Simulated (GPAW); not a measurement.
Wanted: an ASE script for a GPAW 26.7.0 run.

```
Task                : band structure
Functional          : r2SCAN
Potentials or basis : GPAW PAW data sets (gpaw-data 1.2.1)
Cutoff              : 600 eV
Basis               : pw
k mesh              : 7 × 7 × 7
Occupations         : fermi-dirac, width 0.05 eV
Spin                : no spin polarisation
Maxiter             : 150
Band path           : GXMGRX,MR
Band points         : 100
```

The structure of TePb lies in TePb.xyz:

```xyz
2
Lattice="4.0022870000 0.0000000000 0.0000000000 0.0000000000 4.0022870000 0.0000000000 0.0000000000 0.0000000000 4.0022870000" Properties=species:S:1:pos:R:3 pbc="T T T"
Pb     0.0000000000      0.0000000000      0.0000000000
Te     2.0011435000      2.0011435000      2.0011435000
```

Measurements of this composition are mostly on another form, of space group No. 225.

One way to write it, as run:

run.py

```python
from ase.dft.bandgap import bandgap
from ase.io import read, write
from ase.units import Bohr, GPa
from gpaw import GPAW, PW
from gpaw.elf import elf_from_dft_calculation

atoms = read('TePb.xyz')

calc = GPAW(mode=PW(600),
            xc='MGGA_X_R2SCAN+MGGA_C_R2SCAN',
            kpts={'size': (7, 7, 7), 'gamma': True},
            occupations={'name': 'fermi-dirac', 'width': 0.05},
            nbands=19,
            convergence={'density': 1e-05, 'energy': 1e-05},
            maxiter=150,
            txt='gpaw.txt')
atoms.calc = calc
energy = atoms.get_potential_energy()
forces = atoms.get_forces()
stress = atoms.get_stress()
calc.write('gs.gpw')
write('result.traj', atoms)
print(f'Energy: {energy:.6f} eV')
print('Forces (eV/A):')
print(forces.round(4))
print('Stress (GPa):', (stress / GPa).round(3))
print('Fermi level:', round(calc.get_fermi_level(), 4), 'eV')
print(f'Gap: {bandgap(calc)[0]:.4f} eV, direct: {bandgap(calc, direct=True)[0]:.4f} eV')

# fields on the real-space grid
write('density.cube', atoms, data=calc.get_pseudo_density() * Bohr**3)
write('potential.cube', atoms, data=calc.get_electrostatic_potential())
write('elf.cube', atoms, data=elf_from_dft_calculation(calc).data)

path = atoms.cell.bandpath('GXMGRX,MR', npoints=100, eps=1e-4)
bs_calc = calc.fixed_density(kpts=path, symmetry='off', nbands=32,
                             convergence={'bands': 'CBM+6.0', 'eigenstates': 1e-6}, txt='bands.txt')
bs = bs_calc.band_structure()
bs.write('bs.json')
print(f'Gap on the path: {bandgap(bs_calc)[0]:.4f} eV')
```

Potentials or basis: GPAW PAW data sets (gpaw-data 1.2.1), pw.

Launch:

```sh
$ OMP_NUM_THREADS=1 python run.py
```

It gave:

```json
{
 "Pressure": "-0.4 GPa",
 "Band gap along the path": "none (metal or under the smearing width)"
}
```

Caveat: the PAW data sets were made with another functional, which shifts forces and pressure a little; spin-orbit coupling is left out, which moves the levels of the heavy elements.

It took 4.1 min on 1 thread of Arm Neoverse V1, with other jobs on the host, peak memory 0.49 GiB.
